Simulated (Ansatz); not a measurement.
A 2-atom cell of LiCl started from a crystallographic database (r2SCAN geometry), in Ansatz:

```cif
data_structure
_symmetry_space_group_name_H-M 'Fm-3m'
_symmetry_Int_Tables_number 225
_cell_length_a 5.1121
_cell_length_b 5.1121
_cell_length_c 5.1121
_cell_angle_alpha 90.000
_cell_angle_beta 90.000
_cell_angle_gamma 90.000
_cell_volume 133.59
loop_
_atom_site_label
_atom_site_type_symbol
_atom_site_symmetry_multiplicity
_atom_site_Wyckoff_symbol
_atom_site_fract_x
_atom_site_fract_y
_atom_site_fract_z
_atom_site_occupancy
Li1 Li 4 a 0.00000 0.00000 0.00000 1
Cl1 Cl 4 b 0.50000 0.00000 0.00000 1
```

G0W0@PBE with 183 empty bands, a screening cutoff of 180 eV and a 6×6×6 mesh (PAW, contour deformation) gives 8.911 eV over the mesh points, from a PBE gap of 6.387 eV; it sums over 188 bands with 169 plane waves in the screening and a wave cutoff of 420 eV. G0W0 here is at a finite number of bands, screening cutoff and k mesh, not at the basis limit. No spin polarisation and no zero-point or thermal motion.

Task: Estimate the gap with empty bands 355, screening cutoff 260 eV.

Result: 8.979 eV (+0.068 eV), from a Kohn-Sham gap of 6.387 eV.

Task: Estimate the gap with empty bands 75, screening cutoff 100 eV.

Result: 8.752 eV (-0.159 eV), from a Kohn-Sham gap of 6.387 eV.

Task: Estimate the gap with frequency model Godby-Needs pole.

Result: 8.855 eV (-0.056 eV), from a Kohn-Sham gap of 6.387 eV.
